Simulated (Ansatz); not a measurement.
The system is CdTe.

```
CELL_PARAMETERS angstrom
0.00000 3.20500 3.20500
3.20500 0.00000 3.20500
3.20500 3.20500 0.00000
ATOMIC_POSITIONS crystal
Te 0.75000 0.75000 0.75000
Cd 0.00000 0.00000 0.00000
```

```yaml
Program: Ansatz 0.2.0
Task: relaxation of cell and atoms
Functional: revPBE
Dispersion: D3(BJ)
Potentials_or_basis: all-electron LAPW, scalar-relativistic
Basis_error_allowed: 0.001 eV/atom
k_mesh: 7 × 7 × 7
Occupations: fermi-dirac, width 0.05 eV
Spin: no spin polarisation
```

At the start: volume 32.92 Å³/atom.

Question: How do energy, volume and symmetry change on relaxing?

Answer: Over 5 steps the energy falls by 6.0 meV/atom and the volume is 34.14 Å³/atom (+3.7 %); space group F-43m (No. 216, to 0.05 Å).

The path:
```tsv
step	energy change (eV)	largest force (eV/Å)	volume (Å³)
1	0.0000	0.0000	65.84
2	-0.0085	0.0000	69.68
3	-0.0120	0.0000	68.39
4	-0.0120	0.0000	68.29
5	-0.0120	0.0000	68.29
```

Final structure:
```cif
data_structure
_symmetry_space_group_name_H-M 'P 1'
_symmetry_Int_Tables_number 1
_cell_length_a 4.5879
_cell_length_b 4.5879
_cell_length_c 4.5879
_cell_angle_alpha 60.000
_cell_angle_beta 60.000
_cell_angle_gamma 60.000
_cell_volume 68.29
loop_
_atom_site_label
_atom_site_type_symbol
_atom_site_fract_x
_atom_site_fract_y
_atom_site_fract_z
_atom_site_occupancy
Te1 Te 0.75000 0.75000 0.75000 1
Cd1 Cd 0.00000 0.00000 0.00000 1
```
